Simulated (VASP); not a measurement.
# SiO2 (Stishovite): input slips in a relaxation and what they do, part 2 of 2

Aim: see how common mistakes in a VASP relaxation show up, on SiO2 (Stishovite). The starting structure is a measured crystal structure from the Crystallography Open Database. The first relaxation on each setting starts from this cell expanded by 3 % in volume.

VASP 6.6.1.

Results so far: reference 7.87 Å³ an atom; the cell held fixed (ISIF = 2) 7.98 Å³ an atom; a smearing far too wide 7.87 Å³ an atom.

## 5. Relaxation with one electron too many

Level of this step: PBEsol; plane waves and PAW (Si, O) (VASP).

A slip made on purpose: one electron too many. Against step 2 the input has NELECT = 33 (also changed: NELM).

The input, INCAR:

```
SYSTEM = SiO2
PREC = Accurate
ENCUT = 520
EDIFF = 1E-06
NELM = 60
ISMEAR = 0
SIGMA = 0.03
LREAL = .FALSE.
ALGO = Normal
GGA = PS
NBANDS = 22
LORBIT = 11
LWAVE = .FALSE.
LCHARG = .FALSE.
KPAR = 8
IBRION = 2
NSW = 50
ISIF = 3
EDIFFG = -0.006
NELECT = 33
```

The input, POSCAR:

```
SiO2
1.0
    4.2186620959      0.0000000000      0.0000000000
    0.0000000000      4.2186620959      0.0000000000
    0.0000000000      0.0000000000      2.6915898351
Si O
2 4
Direct
    0.5000000000      0.5000000000      0.5000000000
    0.0000000000      0.0000000000      0.0000000000
    0.8059000000      0.1941000000      0.5000000000
    0.6941000000      0.6941000000      0.0000000000
    0.1941000000      0.8059000000      0.5000000000
    0.3059000000      0.3059000000      0.0000000000
```

The input, KPOINTS:

```
Automatic mesh
0
Gamma
6 6 8
0 0 0
```

The projector-augmented-wave data sets are Si and O (PBE family, release 64).

The run is started by

```
> mpirun -np 8 vasp_std
```

The log of the run:

```text
[... set-up lines as in an earlier step ...]
 entering main loop
       N       E                     dE             d eps       ncg     rms          rms(c)
DAV:   1     0.171868035862E+03    0.17187E+03   -0.18387E+04  2216   0.143E+03
DAV:   2    -0.311008912910E+02   -0.20297E+03   -0.19660E+03  2928   0.309E+02
DAV:   3    -0.391951631698E+02   -0.80943E+01   -0.78830E+01  2800   0.597E+01
DAV:   4    -0.392667072864E+02   -0.71544E-01   -0.71514E-01  2698   0.605E+00
DAV:   5    -0.392673106873E+02   -0.60340E-03   -0.60335E-03  2782   0.548E-01BRMIX: very serious problems
 the old and the new charge density differ
 old charge density:    32.00000 new   33.00000
BRMIX: very serious problems
 the old and the new charge density differ
BRMIX: very serious problems
 the old and the new charge density differ
 old charge density:    32.00000 new   33.00000
 old charge density:    32.00000 new   33.00000
BRMIX: very serious problems
 the old and the new charge density differ
 old charge density:    32.00000 new   33.00000
BRMIX: very serious problems
 the old and the new charge density differ
[...]
4 F= -.37713200E+02 E0= -.37712433E+02  d E =-.337370E+01
   5 F= -.37713023E+02 E0= -.37712272E+02  d E =-.337352E+01
   6 F= -.37815324E+02 E0= -.37814643E+02  d E =-.102301E+00
   7 F= -.38054843E+02 E0= -.38054379E+02  d E =-.341820E+00
   8 F= -.37983493E+02 E0= -.37982528E+02  d E =-.270470E+00
   9 F= -.38163293E+02 E0= -.38162064E+02  d E =-.450270E+00
  10 F= -.38232569E+02 E0= -.38231540E+02  d E =-.692764E-01
  11 F= -.38355102E+02 E0= -.38354496E+02  d E =-.191809E+00
  12 F= -.38362621E+02 E0= -.38361758E+02  d E =-.199329E+00
  13 F= -.38370847E+02 E0= -.38370287E+02  d E =-.822559E-02
  14 F= -.38371117E+02 E0= -.38370611E+02  d E =-.849593E-02
  15 F= -.38371500E+02 E0= -.38370998E+02  d E =-.382813E-03
  16 F= -.38372188E+02 E0= -.38371694E+02  d E =-.107049E-02
  17 F= -.38372276E+02 E0= -.38371787E+02  d E =-.115866E-02
  18 F= -.38372337E+02 E0= -.38371838E+02  d E =-.607085E-04
  19 F= -.38372345E+02 E0= -.38371849E+02  d E =-.694787E-04
  20 F= -.38372345E+02 E0= -.38371849E+02  d E =-.688988E-04
  21 F= -.38372360E+02 E0= -.38371852E+02  d E =-.153439E-04
 trial-energy change:   -0.000015  1 .order   -0.000016   -0.000030   -0.000003
 step:   0.7663(harm=  0.7663)  dis= 0.00041  next Energy=   -38.372361 (dE=-0.166E-04)
 reached required accuracy - stopping structural energy minimisation
```

It took 58 s on 8 MPI ranks of Intel Xeon Platinum 8259CL at 2.50GHz (Skylake/Cascade Lake), shared host; peak memory 1.8 GiB; 7.6 min of CPU time.

Parts of OUTCAR (step 5):

```text
  Total       -0.0064861     -0.0064861      0.0020035      0.0000000      0.0000000      0.0000000
  in kB       -0.1432690     -0.1432690      0.0442535      0.0000000      0.0000000      0.0000000
  external PRESSURE =      -0.0807615 kB  Pullay stress =       0.0000000 kB

 POSITION                                       TOTAL-FORCE (eV/Angst)
 -----------------------------------------------------------------------------------
      2.56882      2.56882      1.37400         0.000000      0.000000      0.000000
      0.00000      0.00000      0.00000        -0.000000      0.000000      0.000000
      4.31981      0.81783      1.37400        -0.001166      0.001166      0.000000
      3.38665      3.38665      2.74799         0.001166      0.001166      0.000000
      0.81783      4.31981      1.37400         0.001166     -0.001166      0.000000
      1.75099      1.75099      0.00000        -0.001166     -0.001166      0.000000
 -----------------------------------------------------------------------------------
    total drift:                                0.000000      0.000000      0.000000

  FREE ENERGIE OF THE ION-ELECTRON SYSTEM (eV)
  ---------------------------------------------------
  free  energy   TOTEN  =       -38.3723602056 eV

  energy  without entropy=      -38.3713441994  energy(sigma->0) =      -38.37185220

[... 2 parts as in an earlier step ...]

[... 2 further parts left out ...]
[key lines of the parts left out:]
E-fermi :   7.2328
```

Logs of long relaxations may skip ionic steps without a mark.

With one electron too many the cell ends at 12.089 Å³ an atom, +53.70 % from the reference.

## 6. Relaxation with low precision and a small cutoff

A slip made on purpose: low precision and a small cutoff. Against step 2 the input has PREC = Low and ENCUT = 320 (also changed: NELM).

INCAR, as its differences from that of step 5:

```diff
@@ -1,4 +1,4 @@
 SYSTEM = SiO2
-PREC = Accurate
-ENCUT = 520
+PREC = Low
+ENCUT = 320
 EDIFF = 1E-06
@@ -19,2 +19 @@
 EDIFFG = -0.006
-NELECT = 33
```

POSCAR is that of step 5.

KPOINTS is that of step 5.

The run is started by

```
> mpirun -np 8 vasp_std
```

The log of the run:

```text
[... set-up lines as in an earlier step ...]
 entering main loop
       N       E                     dE             d eps       ncg     rms          rms(c)
DAV:   1     0.997778855209E+02    0.99778E+02   -0.13533E+04  2232   0.944E+02
DAV:   2    -0.482895788381E+02   -0.14807E+03   -0.14183E+03  2874   0.244E+02
DAV:   3    -0.528720239307E+02   -0.45824E+01   -0.45680E+01  2782   0.446E+01
DAV:   4    -0.529006598792E+02   -0.28636E-01   -0.28627E-01  2716   0.400E+00
[...]
DAV:  10    -0.494240594352E+02   -0.83021E-04   -0.27121E-04  2590   0.129E-01    0.265E-02
DAV:  11    -0.494240478867E+02    0.11548E-04   -0.50918E-05  2746   0.492E-02    0.606E-03
DAV:  12    -0.494240482218E+02   -0.33506E-06   -0.27759E-06  2276   0.131E-02
   1 F= -.49424048E+02 E0= -.49424048E+02  d E =-.494240E+02
[...]
DAV:   1    -0.592125614876E+02   -0.97885E+01   -0.47048E+02  2584   0.197E+02BRMIX: very serious problems
[...]
BRMIX: very serious problems
[...]
BRMIX: very serious problems
[... from here on, the cycles between the ionic steps are left out ...]
   2 F= -.43607150E+02 E0= -.43607150E+02  d E =0.581690E+01
[...]
DAV:   1    -0.595643030699E+02   -0.15957E+02   -0.24017E+02  2584   0.121E+02BRMIX: very serious problems
   3 F= -.50163151E+02 E0= -.50163151E+02  d E =-.739103E+00
   4 F= -.50171472E+02 E0= -.50171472E+02  d E =-.747424E+00
   5 F= -.50171661E+02 E0= -.50171661E+02  d E =-.747612E+00
   6 F= -.50193625E+02 E0= -.50193625E+02  d E =-.219641E-01
   7 F= -.50203939E+02 E0= -.50203939E+02  d E =-.322787E-01
   8 F= -.50203931E+02 E0= -.50203931E+02  d E =-.322704E-01
   9 F= -.50203955E+02 E0= -.50203955E+02  d E =-.240245E-04
  10 F= -.50204177E+02 E0= -.50204177E+02  d E =-.245580E-03
  11 F= -.50204180E+02 E0= -.50204180E+02  d E =-.396772E-05
  12 F= -.50204217E+02 E0= -.50204217E+02  d E =-.408099E-04
[...]
reached required accuracy - stopping structural energy minimisation
```

Wall time 11 s (8 MPI ranks); peak memory 0.95 GiB; 80 s of CPU time.

From OUTCAR (step 6):

```text
  Total        0.0067620      0.0067620     -0.0005943     -0.0000000      0.0000000      0.0000000
  in kB        0.2508743      0.2508743     -0.0220499     -0.0000000      0.0000000      0.0000000
  external PRESSURE =       0.1598995 kB  Pullay stress =       0.0000000 kB

 POSITION                                       TOTAL-FORCE (eV/Angst)
 -----------------------------------------------------------------------------------
      2.02813      2.02813      1.31235         0.000000      0.000000      0.000000
      0.00000      0.00000      0.00000        -0.000000      0.000000      0.000000
      3.25753      0.79872      1.31235         0.000990     -0.000990     -0.000000
      2.82685      2.82685      0.00000        -0.000990     -0.000990     -0.000000
      0.79872      3.25753      1.31235        -0.000990      0.000990      0.000000
      1.22940      1.22940      0.00000         0.000990      0.000990      0.000000
 -----------------------------------------------------------------------------------
    total drift:                                0.000000      0.000000      0.000000

  FREE ENERGIE OF THE ION-ELECTRON SYSTEM (eV)
  ---------------------------------------------------
  free  energy   TOTEN  =       -50.2042173274 eV

  energy  without entropy=      -50.2042173274  energy(sigma->0) =      -50.20421733

[... 2 parts as in an earlier step ...]

[... 2 further parts left out ...]
[key lines of the parts left out:]
E-fermi :   9.4100
```

With low precision and a small cutoff the cell ends at 7.197 Å³ an atom, -8.49 % from the reference.

## 7. The runs compared

```csv
run,volume (Å³/atom),change (%),pressure left (GPa),core minutes
reference,7.866,-,0.0,2.8
the cell held fixed (ISIF = 2),7.984,1.5,-4.15,1.57
a smearing far too wide,7.873,0.09,-0.01,2.27
one electron too many,12.089,53.7,-0.01,7.73
low precision and a small cutoff,7.197,-8.49,0.02,1.41
```

Core minutes are wall time times ranks, summed over the relaxations behind a row (those for a bulk modulus apart), on shared hosts.

## 8. Summary of results

| Quantity | Value |
| --- | --- |
| volume of the reference | 7.866 Å³/atom |
| volume against the reference, the cell held fixed (ISIF = 2) | +1.50 % |
| volume against the reference, a smearing far too wide | +0.09 % |
| volume against the reference, one electron too many | +53.70 % |
| volume against the reference, low precision and a small cutoff | -8.49 % |

In words: Finished, but with signs in the output that stand out against the reference: the cell held fixed (ISIF = 2), with the volume kept at the input's, +1.5 % from the reference (signs: a stress of up to 4.3 GPa); a smearing far too wide, with the volume changed by +0.1 % (signs: a large entropy term in the energy); one electron too many, with the volume changed by +53.7 % (signs: a warning on the charge density and 84.3 GPa at the first ionic step (reference: -4.4 GPa)); low precision and a small cutoff, with the volume changed by -8.5 % (signs: a warning on the charge density, -49.6 GPa at the first ionic step (reference: -4.4 GPa) and an energy that rises by up to 1.0 eV an atom on the way). Further runs on this material are not shown.

[Lines on the potential files, build, host, timing and source positions are cut from VASP's logs without a mark.]

[Logs are printed without paths, hosts, clocks, repeated set-up lines and the standing remarks that a program may print on its own settings, such as how far it seeks lower states.]

[Hosts, paths, dates, database ids (printed as entryN), source tags and the programs' standing remarks are cut or masked in the printed files.]
